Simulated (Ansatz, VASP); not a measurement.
TaN in VASP and in Ansatz

```xyz
6
Lattice="5.1228 0.0000 0.0000 -2.5614 4.4365 0.0000 0.0000 0.0000 2.8749" Properties=species:S:1:pos:R:3 pbc="T T T"
Ta    0.0000    2.9576    1.4374
Ta    2.5614    1.4788    1.4374
Ta    0.0000    0.0000    0.0000
N     2.0193    0.0000    0.0000
N     1.5517    2.6877    0.0000
N    -1.0097    1.7488    0.0000
```

Alike in both runs: functional r2SCAN; k mesh 12 × 12 × 12; occupations gaussian, width 0.1 eV; no spin polarisation.

Ansatz relaxed the structure, and its values are those at the end. VASP's run is a single point on that final structure, the one shown.

|  | VASP | Ansatz |
| --- | --- | --- |
| version | VASP 6.6.1 | Ansatz 0.2.0 |
| potentials or method | VASP PAW PBE potentials, release 64 (Ta_pv, N) | scalar-relativistic, plane waves, PAW |
| plane-wave cutoff (eV) | 520 | 500 |
| valence electrons in the cell | 48 | 54 |

VASP gave:

- gap on the k mesh at the Fermi level (eV): none
- pressure (GPa): 16.9
- rms of the force components (eV/Å): 0.005

Question: Which values does Ansatz return?

Answer: gap on the k mesh at the Fermi level (eV): none; pressure (GPa): 15.0; rms of the force components (eV/Å): 0.000.

A gap of «none» marks a metal or a gap that the smearing closes. The two sets of potentials don't hold the same shells in valence.

Caveats: so large a pressure means that the cell lies far from this level's equilibrium, or that cutoff or potentials fall short (VASP); the potentials were made for another functional, which shifts forces and pressure (VASP). Spin-orbit coupling is left out, which matters for the levels of Ta.
